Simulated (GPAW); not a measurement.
**BN: dielectric tensor with AM05**

BN:

```
N B
1.0
     0.00000    3.49532    2.16609
     1.25163    0.00000    2.16609
     1.25163    3.49532    0.00000
N B
1 1
Cartesian
  1.2516 3.4953 2.8881
  1.2516 3.4953 0.0002
```

Measurements of this composition are mostly on another form, of space group No. 194.

```
Program             : GPAW 26.7.0
Task                : dielectric tensor
Functional          : AM05
Potentials or basis : PAW data sets generated in the run's folder for this functional
Cutoff              : 600 eV
Basis               : pw
k mesh              : 10 × 10 × 10
Occupations         : fermi-dirac, width 0.001 eV
Spin                : no spin polarisation
Response ecut       : 80 eV
Maxiter             : 150
Response k mesh     : 17 × 17 × 17
Response bands      : 24
Kernels             : ["RPA"]
Coarser k mesh      : 17 × 17 × 17
```

The band gap on the k mesh is 3.86 eV, indirect (least direct gap 4.71 eV). The electronic dielectric tensor (diagonal) is 4.50, 2.30, 4.52.

Electronic dielectric tensor:
```
4.50 0.00 0.00
0.00 2.30 0.00
0.00 0.00 4.52
```

Run time: 8.5 min on 1 thread of Arm Neoverse V1, with other jobs on the host, peak memory 0.63 GiB.

Caveat: the long-wavelength limit can be off by a per cent or two; an odd mesh through Γ misses points on the zone boundary, where band edges often lie; the program warned that so skewed a cell can give wrong results. A hybrid or GW would open this gap; AM05 tends to underestimate it.
